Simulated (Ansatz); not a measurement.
# Fe3Co: properties at the relaxed cell

An exercise on one series of results from a longer session: the logs are not shown, and one member is left open.

Method: DFT PBEsol, scalar-relativistic, plane waves, PAW, in Ansatz 0.2.0.

2 further runs of the same task are left out: 2 set aside as unsound or not needed.

## The structure to begin with

Symmetry: P4/mmm, No. 123, tetragonal system. Conventional cell: a = 3.967 Å, b = 3.967 Å, c = 2.791 Å, α = 90.00°, β = 90.00°, γ = 90.00°. Fe (site symmetry 4/mmm) has 8 Fe at 2.43 Å as nearest neighbours. Fe (site symmetry mmm) is surrounded by 4 Fe at 2.43 Å and 4 Co at 2.43 Å. Around Co (site symmetry 4/mmm) lie 8 Fe at 2.43 Å.

Structure file:

```cif
data_structure
_symmetry_space_group_name_H-M 'P 1'
_symmetry_Int_Tables_number 1
_cell_length_a 3.9674
_cell_length_b 3.9674
_cell_length_c 2.7911
_cell_angle_alpha 90.000
_cell_angle_beta 90.000
_cell_angle_gamma 90.000
_cell_volume 43.93
loop_
_atom_site_label
_atom_site_type_symbol
_atom_site_fract_x
_atom_site_fract_y
_atom_site_fract_z
_atom_site_occupancy
Fe1 Fe 0.50000 0.50000 0.00000 1
Fe2 Fe 0.50000 0.00000 0.50000 1
Fe3 Fe 0.00000 0.50000 0.50000 1
Co1 Co 0.00000 0.00000 0.00000 1
```

It goes back to an entry of the Materials Project, which need not be the stable form.

It is the result of an earlier relaxation at this level (volume 10.98 Å³/atom; gap on the mesh: none (metal), site moments up to 2.5 μB).

Set-up of the first run:

input.yaml reads:

```yaml
crystal:
  lattice:
    - [3.9673711619, 0.0, 0.0]
    - [0.0, 3.9673711619, 0.0]
    - [0.0, 0.0, 2.7911187548]
  atoms:
    - { symbol: Fe, position: [0.5, 0.5, 0.0], spin: 2.48 }
    - { symbol: Fe, position: [0.5, 0.0, 0.5], spin: 2.8 }
    - { symbol: Fe, position: [0.0, 0.5, 0.5], spin: 2.8 }
    - { symbol: Co, position: [0.0, 0.0, 0.0], spin: 1.97 }
basis:
  ecutwfc: 420
kpoints:
  mp_grid: { grid: [10, 10, 16] }
  band_path:
    path:
      - [[0.0, 0.0, 0.0], [0.0, 0.5, 0.0], [0.5, 0.5, 0.0], [0.0, 0.0, 0.0], [0.0, 0.0, 0.5], [0.0, 0.5, 0.5], [0.5, 0.5, 0.5], [0.0, 0.0, 0.5]]
      - [[0.0, 0.5, 0.0], [0.0, 0.5, 0.5]]
      - [[0.5, 0.5, 0.0], [0.5, 0.5, 0.5]]
    npoints: 14
hamiltonian:
  xc: pbesol
scf:
  occupations: { method: gaussian, width: 0.1 }
  n_extra_bands: 10
output:
  forces: true
  stress: true
  eigenvalues: true
  populations: true
  dos: { projected: true, de: 0.02, nscf_kmesh: { grid: [15, 15, 24] } }
  bader: true
  write_density: true
  write_potential: true
  elf: true
  volumetric_format: npy
magnetization:
  spin_polarized: true
checkpoint:
  read: start.run
  write: ck
  compress: false
  write_wavefunctions: false
  write_every: 100000
```

Started as:

```bash
$ ansatz run input.yaml --threads 1 --pin off --max-ram 2560MiB --backend cpu --events-out ev --progress --plain --runs-dir out
```

Steps of the session up to this table: Bands, states and charges; Volume × 0.97; Point at V/V0 = 1.03; The cell scaled to 0.94 of its volume; Volume × 1.06.

One table of the session follows, with a row left open; its other results are not shown here.

It belongs to the step «Fit of the equation of state». 

```
volume (Å³/atom)  energy above the lowest point (meV/atom)  pressure (GPa)  largest moment (μB)
          10.324                                      30.2           15.58                 2.46
          10.654                                         ?               ?                    ?
          10.983                                       0.0            0.00                 2.55
          11.313                                       6.3           -5.79                 2.59
          11.642                                      23.2          -10.63                 2.64
```

Q: Estimate the row for volume (Å³/atom) = 10.654 from the others.

Worked estimate for «energy above the lowest point (meV/atom)». A straight line through the neighbours (10.324, 30.2) and (10.983, 0.0) gives 30.2 + (0.0 − 30.2) × (10.654 − 10.324) / (10.983 − 10.324) = 15.1; a parabola fitted to 3 rows on both sides gives 8.0.

**Answer.** energy above the lowest point (meV/atom): 7.0; pressure (GPa): 7.09; largest moment (μB): 2.50. In «energy above the lowest point (meV/atom)» the line misses by +8.1 and the parabola by +1.0.

Limits of these values: Warnings in the runs' records: stability check not made, moment headroom below auto, bands unlocked at the loops exit, eigensolver not converged.
